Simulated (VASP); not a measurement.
AlN in VASP 6.6.1, single-point calculation

INCAR

```
NSW = 0
NBANDS = 11
ENCUT = 520
ISIF = 2
LASPH = .TRUE.
ALGO = Normal
EDIFF = 1E-7
PREC = Medium
SIGMA = 0.3
LWAVE = .FALSE.
LCHARG = .FALSE.
ISMEAR = 1
METAGGA = R2SCAN
NELM = 94
IBRION = -1
LREAL = .FALSE.
```

KPOINTS

```
KPOINTS created by Atomic Simulation Environment
0
Gamma
10 10 10
0 0 0
```

POSCAR

```
Al N
 1.0000000000000000
     0.0000000000000000    1.9583023986000001    1.9583023986000001
     1.9583023986000001    0.0000000000000000    1.9583023986000001
     1.9583023986000001    1.9583023986000001    0.0000000000000000
 Al  N
   1   1
Cartesian
  0.0000000000000000  0.0000000000000000  0.0000000000000000
  1.9583023985999999  1.9583023985999999  1.9583023985999999
```

The recommended PBE PAW datasets give the neutral cell 8 valence electrons.

Command

```
mpirun -np 1 vasp_std
```

OSZICAR

```
N       E                     dE             d eps       ncg     rms          rms(c)
DAV:   1     0.566527620792E+01    0.56653E+01   -0.40568E+03  1066   0.637E+02
DAV:   2    -0.217723334431E+02   -0.27438E+02   -0.26660E+02  1275   0.148E+02
DAV:   3    -0.224544789135E+02   -0.68215E+00   -0.68125E+00  1251   0.217E+01
DAV:   4    -0.224571467626E+02   -0.26678E-02   -0.26676E-02  1184   0.145E+00
DAV:   5    -0.224571699550E+02   -0.23192E-04   -0.23192E-04  1214   0.129E-01    0.844E+00
DAV:   6    -0.187261402702E+02    0.37310E+01   -0.51511E+00  1112   0.127E+01    0.393E+00
DAV:   7    -0.187581005236E+02   -0.31960E-01   -0.48461E-01  1175   0.487E+00    0.216E+00
DAV:   8    -0.187763613077E+02   -0.18261E-01   -0.35787E-02  1121   0.145E+00    0.176E-01
DAV:   9    -0.187763477875E+02    0.13520E-04   -0.14676E-03  1265   0.268E-01    0.869E-02
DAV:  10    -0.187765176972E+02   -0.16991E-03   -0.23212E-04  1154   0.125E-01    0.428E-02
DAV:  11    -0.187765034883E+02    0.14209E-04   -0.24503E-05  1221   0.308E-02    0.638E-03
DAV:  12    -0.187765034348E+02    0.53557E-07   -0.94141E-07  1148   0.898E-03
   1 F= -.18776503E+02 E0= -.18776854E+02  d E =0.105122E-02
```

From OUTCAR

```
k-points           NKPTS =     47   k-points in BZ     NKDIM =     47   number of bands    NBANDS=     11

   NELECT =       8.0000    total number of electrons

   dimension x,y,z NGX =    16 NGY =   16 NGZ =   16
   dimension x,y,z NGXF=    24 NGYF=   24 NGZF=   24

  energy-cutoff  :      520.00
  volume of cell :       15.02
      direct lattice vectors                 reciprocal lattice vectors
     0.000000000  1.958302399  1.958302399    -0.255323182  0.255323182  0.255323182
     1.958302399  0.000000000  1.958302399     0.255323182 -0.255323182  0.255323182
     1.958302399  1.958302399  0.000000000     0.255323182  0.255323182 -0.255323182

 k-points in reciprocal lattice and weights: KPOINTS created by Atomic Simulation Env
   0.00000000  0.00000000  0.00000000       0.001
   0.10000000  0.00000000  0.00000000       0.008
   0.20000000  0.00000000  0.00000000       0.008
   0.30000000  0.00000000  0.00000000       0.008
   0.40000000  0.00000000  0.00000000       0.008
   0.50000000  0.00000000  0.00000000       0.004
   0.10000000  0.10000000  0.00000000       0.006
   0.20000000  0.10000000  0.00000000       0.024
   ...

 E-fermi :  11.1513

 k-point     1 :       0.0000    0.0000    0.0000
  band No.  band energies     occupation
      1      -8.2605      2.00000
      2      11.0545      1.51611
      3      11.0545      1.51571
      4      11.0545      1.51571
      5      19.0750      0.00000
      6      24.2859      0.00000
      7      24.2859      0.00000
      8      24.2859      0.00000
      9      30.3454      0.00000
     10      30.3855      0.00000
     11      30.3855      0.00000

 k-point     2 :       0.1000    0.0000    0.0000
  band No.  band energies     occupation
      1      -8.0318      2.00000
      2      10.0038      2.00000
      3      10.9003      1.99775
      4      10.9003      1.99765
      5      19.6421      0.00000
      6      23.4771      0.00000
      7      24.6596      0.00000
      8      24.6596      0.00000
      9      29.2312      0.00000
     10      29.2312      0.00000
     11      31.9453      0.00000

 k-point     3 :       0.2000    0.0000    0.0000
  band No.  band energies     occupation
      1      -7.3668      2.00000
      2       7.6798      2.00000
      3      10.5272      2.01223
      4      10.5273      2.01224
      5      19.9129      0.00000
      6      23.4771      0.00000
      7      25.1338      0.00000
      8      25.1339      0.00000
      9      28.5774      0.00000
     10      28.5775      0.00000
     11      31.7118      0.00000

 k-point     4 :       0.3000    0.0000    0.0000
  band No.  band energies     occupation
      1      -6.3470      2.00000
      2       5.0980      2.00000
      3      10.1153      2.00001
      4      10.1154      2.00001
      5      19.2804      0.00000
      6      24.6371      0.00000
      7      24.6372      0.00000
      8      25.0187      0.00000
      9      30.1041      0.00000
     10      30.1042      0.00000
     11      30.7418      0.00000

 k-point     5 :       0.4000    0.0000    0.0000
  band No.  band energies     occupation
      1      -5.2111      2.00000
      2       2.9150      2.00000
      3       9.8130      2.00000
      4       9.8130      2.00000
      5      18.7738      0.00000
      6      24.0202      0.00000
      7      24.0204      0.00000
      8      26.5496      0.00000
      9      30.0094      0.00000
     10      32.6384      0.00000
     11      32.6385      0.00000

 ...

  Total        2.7349687      2.7349687      2.7349687      0.0000000      0.0000000      0.0000000
  in kB      291.7384565    291.7384565    291.7384565      0.0000000      0.0000000      0.0000000
  external PRESSURE =     291.7384565 kB  Pullay stress =       0.0000000 kB

 POSITION                                       TOTAL-FORCE (eV/Angst)
 -----------------------------------------------------------------------------------
      0.00000      0.00000      0.00000         0.000000     -0.000000     -0.000000
      1.95830      1.95830      1.95830        -0.000000      0.000000      0.000000
 -----------------------------------------------------------------------------------
    total drift:                                0.000000      0.000000      0.000000

  FREE ENERGIE OF THE ION-ELECTRON SYSTEM (eV)
  ---------------------------------------------------
  free  energy   TOTEN  =       -18.7765034348 eV

  energy  without entropy=      -18.7775546506  energy(sigma->0) =      -18.77685384
```

It converged. Results: gap between bands v and c on the k mesh 5.80 eV; least direct gap on the k mesh 8.02 eV; pressure 29.2 GPa. Band v is the last that the valence electrons fill when counted band by band, and c is the next.

For comparison, a separate r²SCAN run of the intended cell, on usual settings and not on those above, gives a gap of 5.81 eV on its mesh and a pressure of 29.3 GPa.

The run above took about 7.6 s on one core of a shared host (Intel Xeon Platinum 8488C) and held 0.11 GiB at most.
